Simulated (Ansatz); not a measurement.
## SiO2: ¹⁷O NMR of the central transition

Cell: a computed structure from the Materials Project (it need not be an observed phase).

```cif
data_SiO2
_symmetry_space_group_name_H-M 'Fddd:1'
_symmetry_Int_Tables_number 70
_cell_length_a 4.7192
_cell_length_b 9.4325
_cell_length_c 14.7256
_cell_angle_alpha 90.000
_cell_angle_beta 90.000
_cell_angle_gamma 90.000
loop_
_atom_site_label
_atom_site_type_symbol
_atom_site_symmetry_multiplicity
_atom_site_Wyckoff_symbol
_atom_site_fract_x
_atom_site_fract_y
_atom_site_fract_z
Si Si 16 g 0.7500 0.7500 0.5632
O5 O 16 d 0.3750 0.6250 0.3750
O9 O 16 f 0.5000 0.1866 0.5000
```

One atom of each set is listed; the run and its k-mesh use a cell of 12 atoms with edges of 8.74, 7.73, 5.27 Å.

Computed with Ansatz: DFT, PBE, plane waves and PAW, scalar-relativistic, 420 eV cutoff, Γ-centred 5×5×5 k-points, Fermi–Dirac smearing 0.02 eV.

¹⁷O has I = 5/2 and Q = -25.58 mb (Pyykkö 2018); at 28.2 T its Larmor frequency is ν₀ = 162.8 MHz. Only the quadrupole interaction is simulated: positions count from each site's isotropic chemical shift, and J coupling is left out, as are shift anisotropy and dipolar coupling, which fast spinning averages.

The O sites: O5 (4 atoms; 2 Si at 1.60 Å, angle 180°); O9 (4 atoms; 2 Si at 1.62 Å, angle 137°).

Fitted components of the simulated spectrum:

```
component  |C_Q| (MHz)     η
        A         5.48  0.29
        B         6.33  0.05
```

Problem. Which site most likely gives which component?

Solution. By the calculation, A is O9, B is O5. At O9 V_zz runs parallel to the line that joins its two neighbours (within 1°). At O5 V_zz points along the line of its two bonds (within 1°). Like point charges on the first shell alone (each adding as 1/d³) would give the same order.

At this cell the principal stresses reach 5 GPa in size with PBE, which can matter for small gradients. The largest force is 0.4 eV/Å, so the atoms aren't at the calculated equilibrium and relaxing them would move these values.
